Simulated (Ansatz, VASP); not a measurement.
## Two plane-wave programs on Pb

```
Pb
1.0
     7.52201    0.00000    0.00000
     0.00000    7.52201    0.00000
     0.00000    0.00000    6.69398
Pb
12
Cartesian
  2.6191 2.6196 3.3470
  1.1419 6.3806 3.3470
  4.9029 4.9024 3.3470
  6.3801 1.1414 3.3470
  4.9024 2.6191 0.0000
  6.3806 6.3801 0.0000
  2.6196 4.9029 0.0000
  1.1414 1.1419 0.0000
  0.0000 3.7610 5.0205
  3.7610 0.0000 5.0205
  0.0000 3.7610 1.6735
  3.7610 0.0000 1.6735
```

Alike in both runs: functional PBEsol; k mesh 6 × 6 × 6; occupations gaussian, width 0.1 eV; no spin polarisation.

Ansatz relaxed the structure, and its values are those at the end. VASP's run is a single point on that final structure, the one shown.

|  | VASP | Ansatz |
| --- | --- | --- |
| version | VASP 6.6.1 | Ansatz 0.2.0 |
| potentials or method | VASP PAW PBE potentials, release 64 (Pb_d) | scalar-relativistic, plane waves, PAW |
| plane-wave cutoff (eV) | 520 | 420 |
| valence electrons in the cell | 168 | 168 |

```csv
,VASP,Ansatz,Ansatz less VASP
gap on the k mesh at the Fermi level (eV),none,none,-
pressure (GPa),-0.1,0.0,+0.08
```

A gap of «none» marks a metal or a gap that the smearing closes. With one functional, cell and mesh, what is left measures potentials, basis and numerics.

Caveats: the PAW data sets were made with another functional, which shifts forces and pressure a little (VASP). The runs have no spin-orbit coupling, so splittings on Pb are missing.
